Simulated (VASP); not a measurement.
Wanted: the native input for a VASP 6.6.1 run.

```yaml
Task: single point
Functional: PBE
Potentials_or_basis: VASP PAW PBE potentials, release 64 (Hf_pv, N)
Cutoff: 520 eV
k_mesh: 6 × 6 × 6
Occupations: gaussian, width 0.1 eV
Spin: no spin polarisation
Dipole_correction: no
Further_INCAR_settings: ALGO = Fast; EDIFF = 1e-07; NBANDS = 29
```

The structure of HfN2 lies in POSCAR:

```
HfN2
1.0
    0.0000000000      3.2383586247      3.2383586247
    3.2383586247      0.0000000000      3.2383586247
    3.2383586247      3.2383586247      0.0000000000
Hf N
2 4
Direct
    0.0000000000      0.0000000000      0.0000000000
    0.2500000000      0.2500000000      0.2500000000
    0.6250000000      0.6250000000      0.6250000000
    0.1250000000      0.6250000000      0.6250000000
    0.6250000000      0.6250000000      0.1250000000
    0.6250000000      0.1250000000      0.6250000000
```

The cell was built by a generator and needn't be a form met in nature.

One way to write it, as run:

INCAR

```
SYSTEM = HfN2
ALGO     = Fast           ! electronic algorithm
EDIFF    = 1E-7           ! SCF threshold, eV
ENCUT    = 520            ! plane-wave cutoff, eV
GGA      = PE             ! functional
ISIF     = 2              ! what is computed and relaxed
ISMEAR   = 0              ! smearing method
LASPH    = .TRUE.         ! aspherical terms in the spheres
LCHARG   = .FALSE.        ! write CHGCAR
LREAL    = .FALSE.        ! projectors in reciprocal space
LWAVE    = .FALSE.        ! write WAVECAR
NBANDS   = 29             ! bands
NELM     = 100            ! most SCF steps
PREC     = Accurate       ! precision mode
SIGMA    = 0.1            ! smearing width, eV
```

KPOINTS

```
k-points
0
G
  6 6 6
  0 0 0
```

Potentials or basis: VASP PAW PBE potentials, release 64 (Hf_pv, N).

Command:

```console
$ cat potpaw_PBE.64/Hf_pv/POTCAR potpaw_PBE.64/N/POTCAR > POTCAR
$ mpirun -np 1 vasp_std > vasp.out
```

Results of the run:

* Pressure: -12.7 GPa
* Band gap on the k mesh: none (metal or under the smearing width)

Wall time 50 s on 1 thread of Intel(R) Xeon(R) Platinum 8488C (Sapphire Rapids), with other jobs on the host, peak memory 0.2 GiB.
